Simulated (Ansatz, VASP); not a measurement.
# InAs: VASP beside Ansatz, part 2 of 2

Wanted: the spread between two codes on one cell, functional and k mesh. The cell is taken from a series of VASP runs on this material, whose earlier steps may have relaxed, scaled or displaced it; both programs get it as it stands.

VASP 6.6.1 and Ansatz 0.2.0.

So far: The starting structure; VASP: band structure, LDA; Ansatz: band structure, LDA; Differences; Other set-ups; Ansatz: band structure, LDA, spin-orbit coupling.

## Step 7: VASP: band structure, LDA, spin-orbit coupling

Level of this step: LDA, spin-orbit coupling; plane waves and PAW (In_d, As) (VASP).

The same cell, functional (in two slightly different forms), mesh and smearing now go to VASP, with its own data sets and cutoff.

Contents of INCAR:

```
SYSTEM = InAs
PREC = Accurate
ENCUT = 400
EDIFF = 1E-06
NELM = 100
ISMEAR = 0
SIGMA = 0.05
LREAL = .FALSE.
ALGO = Normal
GGA = CA
LNONCOLLINEAR = .TRUE.
MAGMOM = 0 0 0 0 0 0
NBANDS = 30
GGA_COMPAT = .FALSE.
LASPH = .TRUE.
LSORBIT = .TRUE.
LORBIT = 11
LWAVE = .FALSE.
LCHARG = .FALSE.
KPAR = 2
```

Contents of POSCAR:

```
InAs
1.0
    0.0000000000      3.0157287988      3.0157287988
    3.0157287988      0.0000000000      3.0157287988
    3.0157287988      3.0157287988      0.0000000000
In As
1 1
Direct
    0.0000000000      0.0000000000      0.0000000000
    0.2500000000      0.2500000000      0.2500000000
```

Contents of KPOINTS:

```
Automatic mesh
0
Gamma
5 5 5
0 0 0
```

Contents of KPOINTS_OPT:

```
Line mode
16
Line-mode
Reciprocal
  0.00000000   0.00000000   0.00000000 GAMMA
  0.50000000   0.00000000   0.50000000 X

  0.50000000   0.00000000   0.50000000 X
  0.50000000   0.25000000   0.75000000 W

  0.50000000   0.25000000   0.75000000 W
  0.37500000   0.37500000   0.75000000 K

  0.37500000   0.37500000   0.75000000 K
  0.00000000   0.00000000   0.00000000 GAMMA

  0.00000000   0.00000000   0.00000000 GAMMA
  0.50000000   0.50000000   0.50000000 L

  0.50000000   0.50000000   0.50000000 L
  0.62500000   0.25000000   0.62500000 U

  0.62500000   0.25000000   0.62500000 U
  0.50000000   0.25000000   0.75000000 W

  0.50000000   0.25000000   0.75000000 W
  0.50000000   0.50000000   0.50000000 L

  0.50000000   0.50000000   0.50000000 L
  0.37500000   0.37500000   0.75000000 K

  0.62500000   0.25000000   0.62500000 U
  0.50000000   0.00000000   0.50000000 X
```

Potentials, in the order of the species: In_d and As (LDA family, release 64).

The run is started by

```sh
$ mpirun -np 2 vasp_ncl
```

Numbers of over 12 decimals in the logs are rounded to 6 here.

What it wrote:

```text
[... set-up lines as in an earlier step ...]
 entering main loop
       N       E                     dE             d eps       ncg     rms          rms(c)
DAV:   1     0.143110398887E+03    0.14311E+03   -0.68036E+03   854   0.111E+03
DAV:   2     0.555110173250E+01   -0.13756E+03   -0.13170E+03   852   0.316E+02
DAV:   3    -0.876259513366E+01   -0.14314E+02   -0.14117E+02  1056   0.117E+02
DAV:   4    -0.932755473142E+01   -0.56496E+00   -0.56385E+00   974   0.242E+01
[...]
DAV:  11    -0.903116140570E+01    0.17351E-04   -0.81663E-05  1190   0.178E-01    0.239E-02
DAV:  12    -0.903116366821E+01   -0.22625E-05   -0.18247E-05  1226   0.444E-02    0.173E-02
DAV:  13    -0.903116315215E+01    0.51605E-06   -0.64644E-07   696   0.102E-02
   1 F= -.90311632E+01 E0= -.90309375E+01  d E =-.451352E-03  mag=     0.0000     0.0000    -0.0000
 Start KPOINTS_OPT (optional k-point list driver)
k-point batch [1-14\160]
       N       E                     dE             ncg
DAV:   1     0.777329409054E+03   -0.18318E+04      840
DAV:   2    -0.114167368148E+04   -0.19190E+04      870
DAV:   3    -0.135213802910E+04   -0.21046E+03     1084
DAV:   4    -0.136026706340E+04   -0.81290E+01     1020
DAV:   5    -0.136067996956E+04   -0.41291E+00     1320
DAV:   6    -0.136068435928E+04   -0.43897E-02     1078
DAV:   7    -0.136068456017E+04   -0.20090E-03     1262
DAV:   8    -0.136068456445E+04   -0.42802E-05     1050
DAV:   9    -0.136068456459E+04   -0.13340E-06      684
[...]
k-point batch [155-160\160]
       N       E                     dE             ncg
DAV:   1     0.447531292059E+04   -0.29191E+04      360
DAV:   2     0.366817082142E+04   -0.80714E+03      360
DAV:   3     0.358593597757E+04   -0.82235E+02      496
DAV:   4     0.358323437428E+04   -0.27016E+01      480
DAV:   5     0.358309357637E+04   -0.14080E+00      582
DAV:   6     0.358309214096E+04   -0.14354E-02      520
DAV:   7     0.358309207273E+04   -0.68229E-04      528
DAV:   8     0.358309207140E+04   -0.13330E-05      472
DAV:   9     0.358309207136E+04   -0.45693E-07      348
```

Parts of OUTCAR (step 7):

```text
  Total        0.0456256      0.0456256      0.0456256     -0.0000000      0.0000000     -0.0000000
  in kB        1.3326393      1.3326393      1.3326393     -0.0000000      0.0000000     -0.0000000
  external PRESSURE =       1.3326393 kB  Pullay stress =       0.0000000 kB

 POSITION                                       TOTAL-FORCE (eV/Angst)
 -----------------------------------------------------------------------------------
      0.00000      0.00000      0.00000        -0.000000     -0.000000     -0.000000
      1.50786      1.50786      1.50786         0.000000      0.000000      0.000000
 -----------------------------------------------------------------------------------
    total drift:                                0.000000      0.000000      0.000000

  FREE ENERGIE OF THE ION-ELECTRON SYSTEM (eV)
  ---------------------------------------------------
  free  energy   TOTEN  =        -9.0311631522 eV

  energy  without entropy=       -9.0307118005  energy(sigma->0) =       -9.03093748

 magnetization (x)
# of ion       s       p       d       tot
------------------------------------------
    1       -0.000   0.000  -0.000  -0.000
    2       -0.000  -0.000   0.000  -0.000
--------------------------------------------------
tot         -0.000   0.000  -0.000  -0.000

 magnetization (y)
# of ion       s       p       d       tot
------------------------------------------
    1        0.000   0.000  -0.000   0.000
    2       -0.000  -0.000  -0.000  -0.000
--------------------------------------------------
tot          0.000   0.000  -0.000   0.000

 magnetization (z)
# of ion       s       p       d       tot
------------------------------------------
    1       -0.000  -0.000  -0.000  -0.000
    2       -0.000   0.000   0.000   0.000
--------------------------------------------------
tot         -0.000   0.000  -0.000  -0.000

[... 1 part as in an earlier step ...]

[... 2 further parts left out ...]
[key lines of the parts left out:]
E-fermi :   4.5508
```

The run ends at a pressure of 0.13 GPa.

## Step 8: Differences

What differs besides the data sets and the points named for the pairs above, as far as they apply: spin-orbit coupling enters by fully relativistic files in Ansatz and inside the spheres in VASP; the data sets hold 28 valence electrons in Ansatz (fully relativistic PAW (standard-fr) files) and 18 in VASP. Total energies have different zeros and are not compared.

Both answers:

```tsv
quantity	Ansatz	VASP	difference
pressure (GPa)	-0.03	0.13	-0.17
```

Levels from 3 eV below to 2 eV above the Fermi level differ by 10 meV r.m.s. and 46 meV at most; each VASP level is matched to the nearest of Ansatz, which flatters the figure a little.

## Step 9: Summary of results

| Quantity | Value |
| --- | --- |
| r.m.s. difference of levels near the Fermi level (band structure, LDA) | 11 meV |
| r.m.s. difference of levels near the Fermi level (band structure, LDA, spin-orbit coupling) | 9.9 meV |

**Reading.** The r.m.s. difference of levels near the Fermi level is 11 meV (band structure, LDA), within the 80 meV picked in this series as the mark of a large difference. For band structure, LDA, no further run moves any of the tabulated differences by more than a quarter of its size. Such differences can come from data sets, numerical settings and the points named under the comparisons, not from the functional's error against experiment.

[Lines on the potential files, build, host, timing and source positions are cut from VASP's logs without a mark.]

[Logs are printed without paths, hosts, clocks, repeated set-up lines and the standing remarks that a program may print on its own settings, such as how far it seeks lower states.]

[Hosts, paths, dates, database ids (printed as entryN), source tags and the programs' standing remarks are cut or masked in the printed files.]
